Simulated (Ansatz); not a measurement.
**AlN: a line through an energy map**

How does the energy of AlN (F-43m, No. 216; 8 atoms in the cell) vary with shift of Al1 along [0 0 1], at shift of Al1 along [1 1 0] = −0.504 Å?

Method: DFT PBE, scalar-relativistic, plane waves, PAW, in Ansatz 0.2.0.

15 further runs of the same task are left out: 15 set aside as unsound or not needed. Runs told in other sessions of the task aren't counted.

**1. The starting structure**

The structure is cubic, space group F-43m (No. 216). The conventional cell has a = 4.403 Å, b = 4.403 Å, c = 4.403 Å, α = 90.00°, β = 90.00°, γ = 90.00°. Al (site symmetry -43m) has 4 N at 1.91 Å in its first shell of neighbours. Around N (site symmetry -43m) lie 4 Al at 1.91 Å.

Coordinates:

```xyz
2
Lattice="0.0000 2.2013 2.2013 2.2013 0.0000 2.2013 2.2013 2.2013 0.0000" Properties=species:S:1:pos:R:3 pbc="T T T"
Al    0.0000    0.0000    0.0000
N     3.3019    3.3019    3.3019
```

It goes back to an entry of the Materials Project, which need not be the stable form.

This cell was relaxed beforehand with the same method: volume 10.67 Å³/atom, gap on the mesh 3.31 eV.

**2. Plan of the line**

Atoms count from 1 in the order of the input.

One atom moved over a plane, all else fixed.

First coordinate, shift of Al1 along [1 1 0]: 11 values from −0.630 Å. Second coordinate, shift of Al1 along [0 0 1]: 11 values from −0.630 Å.

Nothing else is relaxed (all other atoms fixed). Energies count from the relaxed crystal. Points are written as (first, second).

**3. The run at (−0.504 Å, −0.630 Å)**

Input file input.yaml:

```yaml
crystal:
  lattice:
    - [4.4025164325, 0.0, 0.0]
    - [0.0, -4.4025164325, 0.0]
    - [0.0, 0.0, -4.4025164325]
  atoms:
    - { symbol: Al, position: [-0.0809495713, 0.1430999769, -0.0809495713] }
    - { symbol: Al, position: [0.5, 0.5, 0.0] }
    - { symbol: Al, position: [0.5, 0.0, 0.5] }
    - { symbol: Al, position: [0.0, 0.5, 0.5] }
    - { symbol: "N", position: [0.75, 0.75, 0.75] }
    - { symbol: "N", position: [0.25, 0.25, 0.75] }
    - { symbol: "N", position: [0.25, 0.75, 0.25] }
    - { symbol: "N", position: [0.75, 0.25, 0.25] }
basis:
  ecutwfc: 420
kpoints:
  mp_grid: { grid: [6, 6, 6] }
hamiltonian:
  xc: pbe
  pseudopotentials: { kind: paw, azcp: { folder: soft_1 } }
scf:
  occupations: { method: gaussian, width: 0.05 }
output:
  forces: true
  stress: true
  eigenvalues: true
```

The run is started by

```bash
> ansatz run input.yaml --threads 2 --pin off --max-ram 4096MiB --backend cpu --events-out ev --progress --plain --runs-dir out
```

Further runs follow: the other points of the line.

Q: Predict the outcome of this session. Wanted: for each run, shift of Al1 along [0 0 1]; energy; slope; pressure; largest force on an atom.

The runs gave:

```
shift of Al1 along [0 0 1] (Å)  step  energy (eV)  slope (eV per Å)  pressure (GPa)  band gap on the k-mesh (eV)  largest force on an atom (eV/Å)
                        −0.630     3          3.8              −7.2             9.2                         0.00                                8
                        −0.504     4          3.0              −5.9             7.0                         0.00                                7
                        −0.378     5          2.4              −3.9             5.5                         0.00                                6
                        −0.252     6          2.1              −0.8             5.2                         0.00                                6
                        −0.126     –          2.2               3.2             6.4                         0.32                               10
                         0.000     7          2.9               8.2             9.4                         0.85                               15
                         0.126     8          4.3              14.3            14.3                         1.33                               24
                         0.252     9          6.5              21.1            21.5                         1.76                               35
                         0.378    10          9.7              28.2            30.8                         1.96                               49
                         0.504    11         13.6              34.2            41.8                         1.50                               66
                         0.630    12         18.1              37.3            53.7                         1.09                               85
```

Energies count from the relaxed crystal. Rows without a step come from runs not printed here or follow by symmetry. Slopes come from the forces (and the stress, where the cell changes), not from differences of energies.

The lowest point computed on the line is at −0.252 Å, 2.1 eV from the zero. A fit to energies and slopes at the lowest point and its two neighbours puts the minimum at −0.2230 Å, with a curvature of about 30 eV per Å². The highest point computed, at 0.630 Å, lies 16.1 eV above the lowest. The gap on the mesh reads zero on part of the line; semilocal functionals close small gaps early. This is one cut through a surface in two coordinates; the map's lowest point lies off it. With the other coordinates free, the energies away from the reference would be the same or lower. The host is rigid and the atom is kept to this plane, so wells and barriers of the map are not those of diffusion. The gap on the mesh closes on part of the grid. Spin polarisation is off in the runs that give these values; a magnetic solution could lie lower. Where forces pass 15 eV/Å atoms stand far too close, the PAW spheres overlap strongly and those numbers are rough.
